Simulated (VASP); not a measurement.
# SiC (P6_3mc) in VASP: further runs

Aim: see how the results for SiC move with the level of theory and the settings. Levels: PBEsol, r2SCAN, TB-mBJ. Tasks: band structure.

Program: VASP 6.6.1. These are calculated values, not measurements. Logs are shortened: lines on timing, memory, paths and dates and some standing lists are left out, and cuts for length are marked.

## (1) The structure

The structure is hexagonal, space group P6_3mc (No. 186). The conventional cell has a = 3.079 Å, b = 3.079 Å, c = 10.080 Å, α = 90.00°, β = 90.00°, γ = 120.00°. Around Si (site symmetry 3m) lie 4 C at 1.89 to 1.90 Å. Si (site symmetry 3m) has 4 C at 1.88 to 1.89 Å as nearest neighbours. C (site symmetry 3m) is surrounded by 4 Si at 1.88 to 1.90 Å. C (site symmetry 3m) has 4 Si at 1.89 Å as nearest neighbours.

The cell is a database's computed one.

## (2) Band structure, PBEsol

INCAR reads:

```
ALGO = Fast
EDIFF = 1E-7
ENCUT = 520
GGA = PS
ICORELEVEL = 1
ISIF = 2
ISMEAR = 0
KPAR = 2
LASPH = True
LCHARG = False
LREAL = False
LWAVE = False
NBANDS = 26
NELM = 80
PREC = Accurate
SIGMA = 0.03
```

KPOINTS reads:

```
k-points
0
Gamma
  12 12 3
```

POSCAR reads:

```
SiC                                     
1.0
    3.0789830386      0.0000000000      0.0000000000
   -1.5394915143      2.6664775311      0.0000000000
    0.0000000000      0.0000000000     10.0795947993
  Si              C             
     4     4
Direct
     0.6666666699999979    0.3333333300000021    0.9378313346310065
     0.3333333300000021    0.6666666699999979    0.4378313346310065
     0.0000000000000000    0.0000000000000000    0.6878993575499734
     0.0000000000000000    0.0000000000000000    0.1878993575499734
     0.6666666699999979    0.3333333300000021    0.7498119035626445
     0.3333333300000021    0.6666666699999979    0.2498119035626445
     0.0000000000000000    0.0000000000000000    0.5004564042563828
     0.0000000000000000    0.0000000000000000    0.0004564042563828
```

KPOINTS_OPT reads:

```
explicit points
141
Reciprocal
 0.0000000000  0.0000000000  0.0000000000 1
 0.0357142857  0.0000000000  0.0000000000 1
 0.0714285714  0.0000000000  0.0000000000 1
 0.1071428571  0.0000000000  0.0000000000 1
 0.1428571429  0.0000000000  0.0000000000 1
 0.1785714286  0.0000000000  0.0000000000 1
[... 133 lines left out ...]
 0.5000000000  0.0000000000  0.5000000000 1
 0.5000000000  0.0000000000  0.0000000000 1
```

Potentials or basis: VASP PAW PBE potentials, release 64 (Si, C).

Command:

```
> cat potpaw_PBE.64/Si/POTCAR potpaw_PBE.64/C/POTCAR > POTCAR
> mpirun -np 2 vasp_std > vasp.out
```

OUTCAR:

```text
EDIFF = 1E-7
   ENCUT = 520
   GGA = PS
   ISIF = 2
   ISMEAR = 0
   LASPH = True
   LREAL = False
   NELM = 80
   PREC = Accurate

 ion  position               nearest neighbor table
   1  0.667  0.333  0.938-   8 1.89   8 1.89   8 1.89   5 1.90   3 3.08   3 3.08   3 3.08   4 3.08
                             4 3.08   4 3.08
   2  0.333  0.667  0.438-   7 1.89   7 1.89   7 1.89   6 1.90   4 3.08   4 3.08   4 3.08   3 3.08
                             3 3.08   3 3.08
   3  0.000  0.000  0.688-   5 1.88   5 1.88   5 1.88   7 1.89   1 3.08   1 3.08   1 3.08   2 3.08
                             2 3.08   2 3.08
   4  0.000  0.000  0.188-   6 1.88   6 1.88   6 1.88   8 1.89   2 3.08   2 3.08   2 3.08   1 3.08
                             1 3.08   1 3.08
   5  0.667  0.333  0.750-   3 1.88   3 1.88   3 1.88   1 1.90
   6  0.333  0.667  0.250-   4 1.88   4 1.88   4 1.88   2 1.90
   7  0.000  0.000  0.500-   2 1.89   2 1.89   2 1.89   3 1.89
   8  0.000  0.000  0.000-   1 1.89   1 1.89   1 1.89   4 1.89

  LATTYP: Found a hexagonal cell.
 ALAT       =     3.0789830386
 C/A-ratio  =     3.2736766240

  Lattice vectors:

 A1 = (   3.0789830386,   0.0000000000,   0.0000000000)
 A2 = (  -1.5394915143,   2.6664775311,   0.0000000000)
 A3 = (   0.0000000000,   0.0000000000,  10.0795947993)

Analysis of symmetry for initial positions (statically):
=====================================================================
 Subroutine PRICEL returns:
 Original cell was already a primitive cell.

 Routine SETGRP: Setting up the symmetry group for a
 hexagonal supercell.

 Subroutine GETGRP returns: Found 12 space group operations
 (whereof  6 operations were pure point group operations)
 out of a pool of 24 trial point group operations.

The static configuration has the point symmetry C_3v.
 The point group associated with its full space group is C_6v.

Analysis of symmetry for dynamics (positions and initial velocities):
=====================================================================
 Subroutine PRICEL returns:
 Original cell was already a primitive cell.

 Routine SETGRP: Setting up the symmetry group for a
 hexagonal supercell.

 Subroutine GETGRP returns: Found 12 space group operations
 (whereof  6 operations were pure point group operations)
 out of a pool of 24 trial point group operations.

The dynamic configuration has the point symmetry C_3v.
 The point group associated with its full space group is C_6v.

 Subroutine INISYM returns: Found 12 space group operations
 (whereof  6 operations are pure point group operations),
 and found     1 'primitive' translations

----------------------------------------------------------------------------------------

                                     Primitive cell

  volume of cell :      82.7539

  direct lattice vectors                    reciprocal lattice vectors
     3.078983039  0.000000000  0.000000000     0.324782562  0.187513299  0.000000000
    -1.539491514  2.666477531  0.000000000     0.000000000  0.375026599  0.000000000
     0.000000000  0.000000000 10.079594799     0.000000000  0.000000000  0.099210337

  length of vectors
     3.078983039  3.078983038 10.079594799     0.375026599  0.375026599  0.099210337

  position of ions in fractional coordinates (direct lattice)
     0.666666670  0.333333330  0.937831335
     0.333333330  0.666666670  0.437831335
     0.000000000  0.000000000  0.687899358
     0.000000000  0.000000000  0.187899358
     0.666666670  0.333333330  0.749811904
     0.333333330  0.666666670  0.249811904
     0.000000000  0.000000000  0.500456404
     0.000000000  0.000000000  0.000456404

  ion indices of the primitive-cell ions
   primitive index   ion index
                 1           1
                 2           2
                 3           3
                 4           4
                 5           5
                 6           6
                 7           7
                 8           8

----------------------------------------------------------------------------------------

 KPOINTS: k-points

Automatic generation of k-mesh.
 Grid dimensions read from file:
 generate k-points for:   12   12    3

 Generating k-lattice:

  Cartesian coordinates                     Fractional coordinates (reciprocal lattice)
     0.027065214  0.015626108  0.000000000     0.083333333  0.000000000  0.000000000
     0.000000000  0.031252217  0.000000000     0.000000000  0.083333333  0.000000000
     0.000000000  0.000000000  0.033070112     0.000000000  0.000000000  0.333333333

  Length of vectors
     0.031252217  0.031252217  0.033070112

  Shift w.r.t. Gamma in fractional coordinates (k-lattice)
     0.000000000  0.000000000  0.000000000

 Subroutine IBZKPT returns following result:
 ===========================================

 Found     38 irreducible k-points:

 Following reciprocal coordinates:
            Coordinates               Weight
  0.000000  0.000000  0.000000      1.000000
  0.083333  0.000000  0.000000      6.000000
  0.166667 -0.000000  0.000000      6.000000
  0.250000 -0.000000  0.000000      6.000000
  0.333333 -0.000000  0.000000      6.000000
  0.416667 -0.000000  0.000000      6.000000
[... 16 lines left out ...]
  0.250000 -0.000000  0.333333     12.000000
  0.333333 -0.000000  0.333333     12.000000
 [... further k-points ...]
   k-points           NKPTS =     38   k-points in BZ     NKDIM =     38   number of bands    NBANDS=     26
   number of dos      NEDOS =    301   number of ions     NIONS =      8
   total plane-waves  NPLWV =  46080
   dimension x,y,z NGX =    24 NGY =   24 NGZ =   80
   dimension x,y,z NGXF=    48 NGYF=   48 NGZF=  160
   ions per type =               4   4
   NGX,Y,Z   is equivalent  to a cutoff of  12.96, 12.96, 13.19 a.u.
   NGXF,Y,Z  is equivalent  to a cutoff of  25.92, 25.92, 26.39 a.u.
 SYSTEM =  unknown system
   PREC   = accura    normal or accurate (medium, high low for compatibility)
   ISTART =      0    job   : 0-new  1-cont  2-samecut
   ICHARG =      2    charge: 1-file 2-atom 10-const
   ISPIN  =      1    spin polarized calculation?
   LNONCOLLINEAR =      F non collinear calculations
   LSORBIT =      F    spin-orbit coupling
   LASPH  =      T    aspherical Exc in radial PAW
   ENCUT  =  520.0 eV  38.22 Ry    6.18 a.u.   5.72  5.72 18.74*2*pi/ulx,y,z
   NELM   =     80;   NELMIN=  2; NELMDL= -5     # of ELM steps
   EDIFF  = 0.1E-06   stopping-criterion for ELM
   LREAL  =      F    real-space projection
   EDIFFG = 0.1E-05   stopping-criterion for IOM
   NSW    =      0    number of steps for IOM
   IBRION =     -1    ionic relax: 0-MD 1-quasi-New 2-CG
   NFREE  =      0    steps in history (QN), initial steepest desc. (CG)
   ISIF   =      2    stress and relaxation
   ISYM   =      2    0-nonsym 1-usesym 2-fastsym
   POTIM  = 0.5000    time-step for ionic-motion
   TEBEG  =    0.0;   TEEND  =   0.0 temperature during run
   PSTRESS=    0.0 pullay stress
   NELECT =      32.0000    total number of electrons
   NUPDOWN=      -1.0000    fix difference up-down
   EMIN   =  10.00;   EMAX   =-10.00  energy-range for DOS
   EFERMI =   0.00;   METHOD = LEGACY
   ISMEAR =     0;   SIGMA  =   0.03  broadening in eV -4-tet -1-fermi 0-gaus
   EFERMI_NEDOS =   21; number of points for ismear=-14 and -15
   IALGO  =     68    algorithm
   IMIX   =      4    mixing-type and parameters
     AMIX     =   0.40;   BMIX     =  1.00
     AMIX_MAG =   1.60;   BMIX_MAG =  1.00
  volume/ion in A,a.u.               =      10.34        69.81
  Fermi-wavevector in a.u.,A,eV,Ry     =   1.192693  2.253863 19.354518  1.422517
  Thomas-Fermi vector in A             =   2.328725
   LORBIT       =      0    0 simple, 1 ext, 2 COOP (PROOUT), +10 PAW based schemes
   GGA     = PS    functional components
   LHFCALC =     F    Hartree Fock is set to
   AEXX    =    0.0000 exact exchange contribution
   IVDW    =     0    specifies the selected vdW correction
   LEPSILON=     F    determine dielectric tensor
   LRPA    =     F    only Hartree local field effects (RPA)
 non-spin polarized calculation
 RMM-DIIS sequential band-by-band and
 Gauss-broadening in eV      SIGMA  =   0.03
  energy-cutoff  :      520.00
  volume of cell :       82.75
 maximum number of plane-waves:      2256
 NGX is ok and might be reduce to    24
   NGX = 11   NGY = 11   NGZ = 37

 number of electron      32.0000001 magnetization

 Free energy of the ion-electron system (eV)
  ---------------------------------------------------
  ext. energy  EPLUGINS =         0.00000000
  ---------------------------------------------------
  free energy    TOTEN  =       -63.67172504 eV

  energy without entropy =      -63.67172504  energy(sigma->0) =      -63.67172504

 the core state eigenenergies are
   1-  1s  -1771.2715  2s   -125.1457  2p    -81.1769
   2-  1s  -1771.2715  2s   -125.1457  2p    -81.1769
   3-  1s  -1771.2340  2s   -125.1040  2p    -81.1355
   4-  1s  -1771.2340  2s   -125.1040  2p    -81.1355
   5-  1s   -255.6430
   6-  1s   -255.6430
   7-  1s   -255.7080
   8-  1s   -255.7080

 E-fermi :   8.3312     XC(G=0): -11.5027

 val. band max:        8.1256983936   @ k =   0.0000   0.0000   0.0000
 cond. band min:      10.2342595416   @ k =   0.5000  -0.0000   0.0000
 fundamental gap:      2.1085611479
 Fermi energy:         8.3311854797

 k-point     1 :       0.0000    0.0000    0.0000
  band No.  band energies     occupation
      1      -7.3770      2.00000
      2      -6.1937      2.00000
      3      -6.1579      2.00000
      4      -3.7725      2.00000
      5      -0.5496      2.00000
      6       3.7215      2.00000
[... 18 lines left out ...]
     25      15.4516      0.00000
     26      16.1692      0.00000

 k-point     2 :       0.0833    0.0000    0.0000
  band No.  band energies     occupation
      1      -7.2559      2.00000
      2      -6.0765      2.00000
      3      -6.0402      2.00000
      4      -3.6700      2.00000
      5      -0.4378      2.00000
      6       3.7609      2.00000
[... 630 lines left out ...]
 k-point    24 :       0.3333   -0.0000    0.3333
  band No.  band energies     occupation
      1      -5.3852      2.00000
      2      -5.0084      2.00000
      3      -3.6241      2.00000
      4      -2.8236      2.00000
      5       0.8907      2.00000
      6       1.2583      2.00000
[... 18 lines left out ...]
     25      16.5786      0.00000
     26      16.9997      0.00000

 [... further k-points ...]

------------------------ aborting loop because EDIFF is reached ----------------------------------------

  FORCE on cell =-STRESS in cart. coord.  units (eV):
  Direction    XX          YY          ZZ          XY          YZ          ZX
  --------------------------------------------------------------------------------------
  -------------------------------------------------------------------------------------
  Total        0.0683952      0.0683952      0.0651734      0.0000000      0.0000000     -0.0000000
  in kB        1.3241831      1.3241831      1.2618057      0.0000000      0.0000000     -0.0000000
  external PRESSURE =       1.3033906 kB  Pullay stress =       0.0000000 kB

 VOLUME and BASIS-vectors are now :
 -----------------------------------------------------------------------------
  energy-cutoff  :      520.00
  volume of cell :       82.75
      direct lattice vectors                 reciprocal lattice vectors
     3.078983039  0.000000000  0.000000000     0.324782562  0.187513299  0.000000000
    -1.539491514  2.666477531  0.000000000     0.000000000  0.375026599  0.000000000
     0.000000000  0.000000000 10.079594799     0.000000000  0.000000000  0.099210337

 POSITION                                       TOTAL-FORCE (eV/Angst)
 -----------------------------------------------------------------------------------
      1.53949      0.88883      9.45296        -0.000000      0.000000      0.002069
     -0.00000      1.77765      4.41316         0.000000     -0.000000      0.002069
      0.00000      0.00000      6.93375         0.000000      0.000000      0.001697
      0.00000      0.00000      1.89395        -0.000000     -0.000000      0.001697
      1.53949      0.88883      7.55780        -0.000000     -0.000000     -0.001512
     -0.00000      1.77765      2.51800         0.000000     -0.000000     -0.001512
      0.00000      0.00000      5.04440        -0.000000     -0.000000     -0.002254
      0.00000      0.00000      0.00460         0.000000     -0.000000     -0.002254
 -----------------------------------------------------------------------------------
    total drift:                               -0.000000     -0.000000     -0.000102

  FREE ENERGIE OF THE ION-ELECTRON SYSTEM (eV)
  ---------------------------------------------------
  free  energy   TOTEN  =       -63.6717250421 eV

  energy  without entropy=      -63.6717250421  energy(sigma->0) =      -63.67172504
```

Run time: 64 s. Hardware: 2 MPI ranks of Intel Xeon 6975P-C (Granite Rapids), shared host; peak memory 0.25 GiB.

Results:

```
Free energy             : -63.6717 eV
Pressure                : 0.1 GPa
Band gap on the k mesh  : 2.11 eV, indirect (least direct gap 3.23 eV)
Band gap along the path : 2.11 eV, indirect (least direct gap 3.23 eV)
```

Forces in eV/Å, atoms in the order of the input:
```
Si   0.000  0.000  0.002
Si   0.000  0.000  0.002
Si   0.000  0.000  0.002
Si   0.000  0.000  0.002
C    0.000  0.000 -0.002
C    0.000  0.000 -0.002
C    0.000  0.000 -0.002
C    0.000  0.000 -0.002
```

Levels at the corners of the path, in eV from the valence-band top:
```tsv
point	band 12	band 13	band 14	band 15	band 16	band 17	band 18	band 19	band 20	band 21
Γ	-0.59	-0.59	-0.05	0.00	0.00	5.03	5.60	6.24	6.24	6.90
M	-2.40	-2.38	-2.23	-1.59	-1.13	2.11	2.23	4.11	4.65	5.19
M	-2.40	-2.38	-2.23	-1.59	-1.13	2.11	2.23	4.11	4.65	5.19
K	-4.41	-4.03	-2.90	-2.90	-1.68	3.85	3.85	5.10	5.49	5.49
K	-4.41	-4.03	-2.90	-2.90	-1.68	3.85	3.85	5.10	5.49	5.49
Γ	-0.59	-0.59	-0.05	0.00	0.00	5.03	5.60	6.24	6.24	6.90
Γ	-0.59	-0.59	-0.05	0.00	0.00	5.03	5.60	6.24	6.24	6.90
A	-1.05	-0.21	-0.21	-0.21	-0.21	5.23	5.23	6.69	6.69	6.99
A	-1.05	-0.21	-0.21	-0.21	-0.21	5.23	5.23	6.69	6.69	6.99
L	-3.04	-2.53	-2.53	-1.56	-1.56	2.53	2.53	4.10	4.10	6.03
L	-3.04	-2.53	-2.53	-1.56	-1.56	2.53	2.53	4.10	4.10	6.03
H	-5.07	-2.77	-2.77	-2.47	-2.47	3.11	3.11	6.60	6.60	6.61
H	-5.07	-2.77	-2.77	-2.47	-2.47	3.11	3.11	6.60	6.60	6.61
A	-1.05	-0.21	-0.21	-0.21	-0.21	5.23	5.23	6.69	6.69	6.99
L	-3.04	-2.53	-2.53	-1.56	-1.56	2.53	2.53	4.10	4.10	6.03
M	-2.40	-2.38	-2.23	-1.59	-1.13	2.11	2.23	4.11	4.65	5.19
K	-4.41	-4.03	-2.90	-2.90	-1.68	3.85	3.85	5.10	5.49	5.49
H	-5.07	-2.77	-2.77	-2.47	-2.47	3.11	3.11	6.60	6.60	6.61
```

Core levels (eV, on the scale of the bands):
```csv
atom,levels
1 Si,"1s -1771.3, 2s -125.1, 2p -81.2"
2 Si,"1s -1771.3, 2s -125.1, 2p -81.2"
3 Si,"1s -1771.2, 2s -125.1, 2p -81.1"
4 Si,"1s -1771.2, 2s -125.1, 2p -81.1"
5 C,1s -255.6
6 C,1s -255.6
```

Caveat: the PAW data sets were made with another functional, which shifts forces and pressure a little. As with any semilocal functional, this PBEsol gap is likely too small.

(Continued in part 2 of 2.)
